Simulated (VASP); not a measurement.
Here is a VASP 6.6.1 calculation.

The input INCAR:

```
SYSTEM = Ti
PREC = Accurate ; ENCUT = 650
EDIFF = 1E-7 ; ISMEAR = 0
SIGMA = 0.05 ; LREAL = .False.
LASPH = .True. ; NELM = 120
ALGO = Normal ; ISIF = 2
LWAVE = .False. ; LCHARG = .False.
GGA = PS ; NBANDS = 66
```

KPOINTS

```
Automatic mesh
0
Gamma
  16 16 9
  0 0 0
```

The input POSCAR:

```
Ti
1.0
    2.9500000000      0.0000000000      0.0000000000
   -1.4750000000      2.5547749412      0.0000000000
    0.0000000000      0.0000000000      4.6800000000
Ti
2
Direct
    0.6666666667      0.3333333333      0.7500000000
    0.3333333333      0.6666666667      0.2500000000
```

Potentials or basis: VASP PAW PBE potentials, release 64 (Ti_sv).

Run with:

```sh
$ cat potpaw_PBE.64/Ti_sv/POTCAR > POTCAR
$ mpirun -np 1 vasp_std > vasp.out
```

(1) Predict the band gap on the k mesh.

(2) What does it give for the pressure?

## Answers

(1) none (metal or under the smearing width).

(2) -6.0 GPa.

Caveat: the PAW data sets were made with another functional, which shifts forces and pressure a little.
